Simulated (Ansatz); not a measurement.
## Trial structures of Zn₂SnO₃: starts and ends

Level of theory: DFT PBE, scalar-relativistic, plane waves, PAW in Ansatz. All cells share a 420 eV cutoff and Γ-centred k meshes spaced at most about 0.3 Å⁻¹ (about 0.25 or finer for metals, 2π included). No spin polarisation in the final relaxations.

Each guess was relaxed in cell and atoms at zero pressure, within the symmetry of its start. All energies are static (0 K, no zero-point motion). Coordination counts O atoms around Sn and Zn (those within 1.25 times the shortest such distance or 1.15 times the sum of covalent radii, 1.27 where that leaves under three; a plus sign parts nearer from farther groups; the shortest distance is added where it exceeds 1.18 times the sum of covalent radii).

```
guess      made from  start group  V start (Å³/atom)  end group  V end (Å³/atom)           coordination at the end  gap on mesh (eV)  E over the lowest end (meV/atom)
    1  Dy2Al3Cu type         R-3m               14.5       R-3m             12.9             Zn 3 from 2.2 Å, Sn 6                 0                                 0
    2  Li3MnAs2 type        P-4m2               16.0      P-4m2             15.3           Zn 4, Sn 4+2 from 2.7 Å              0.09                               146
    3    random cell       P6/mmm               17.3          ?                ?                                 ?                 ?                                 ?
    4  Li3Tl2Cd type       P4/mmm               13.5     P4/mmm             11.6  Zn 8 from 2.4 Å, Sn 8 from 2.6 Å                 0                               360
```

Guess 3 as it starts:

```cif
data_structure
_symmetry_space_group_name_H-M 'P 1'
_symmetry_Int_Tables_number 1
_cell_length_a 3.7445
_cell_length_b 3.7445
_cell_length_c 8.5565
_cell_angle_alpha 90.000
_cell_angle_beta 90.000
_cell_angle_gamma 120.000
_cell_volume 103.90
loop_
_atom_site_label
_atom_site_type_symbol
_atom_site_fract_x
_atom_site_fract_y
_atom_site_fract_z
_atom_site_occupancy
Zn1 Zn 0.33333 0.66667 0.00000 1
Zn2 Zn 0.66667 0.33333 0.00000 1
Sn1 Sn 0.00000 0.00000 0.50000 1
O1 O 0.00000 0.00000 0.00000 1
O2 O 0.00000 0.00000 0.28090 1
O3 O 0.00000 0.00000 0.71910 1
```

Task: Fill in the missing row: what does this guess relax into, and where does it rank?

Result: It ends in space group P6/mmm (No. 191), with a = 4.065 Å, c = 9.459 Å, 22.6 Å³/atom and no gap. It lies 0.92 eV/atom over the lowest end, above guess 4 and so the highest of the set. Counting O atoms around Sn and Zn, this end has Zn 3 from 2.3 Å, Sn 2 and the lowest (guess 1) has Zn 3 from 2.2 Å, Sn 6.

```yaml
crystal:
  lattice:
    - [4.06468, 0.00000, 0.00000]
    - [-2.03234, 3.52011, 0.00000]
    - [0.00000, 0.00000, 9.45888]
  atoms:
    - { symbol: Zn, position: [0.33333, 0.66667, 0.00000] }
    - { symbol: Zn, position: [0.66667, 0.33333, 0.00000] }
    - { symbol: Sn, position: [0.00000, 0.00000, 0.50000] }
    - { symbol: O, position: [0.00000, 0.00000, 0.00000] }
    - { symbol: O, position: [0.00000, 0.00000, 0.30342] }
    - { symbol: O, position: [0.00000, 0.00000, 0.69658] }
```

The zero of energy is the elements' standard structures at the same level (O₂ as a molecule); no fitted shifts are applied. The references include grey tin.

Task: Is the lowest end bound against the elements?

Result: Yes: its formation energy is −0.87 eV/atom. A negative formation energy is needed for stability but isn't enough: competing phases decide.

Weakly bound directions are ill-defined at this level, which has no dispersion term (P6/mmm), and this can change margins and order among such cells. Kohn–Sham gaps at this level usually fall short of measured ones. Cells relaxed within their symmetry can be saddle points. A lower structure may well exist outside this small set. Some types were kept out of the candidates beforehand, so the set may lack a known form.

Guess 3 keeps its symmetry but swells into weakly connected pieces: short, linear O–Sn–O units stand between flat Zn–O sheets, and their oxygens have no close Zn neighbours. Its high energy probably reflects this loss of the extended Sn–O–Zn network, since two short bonds cannot replace the Madelung energy and bonding of a connected oxide. Coordination or density alone doesn't set the order, however: guess 4 is the densest and has eight oxygens around each cation, yet lies above guesses 1 and 2, its long contacts suggesting poorly matched sites.

Being 0.92 eV/atom above an end bound by only 0.87 eV/atom, guess 3 comes out marginally unbound against the elements, too narrowly for the sign to be secure. Even guess 1 is unlikely to be a viable compound. ZnO and SnO, which together give the same composition, are both known to be considerably more strongly bound per atom, so separation into them is probably downhill. Its three long Zn–O contacts fit that picture, as Zn(II) normally prefers compact tetrahedra in oxides.
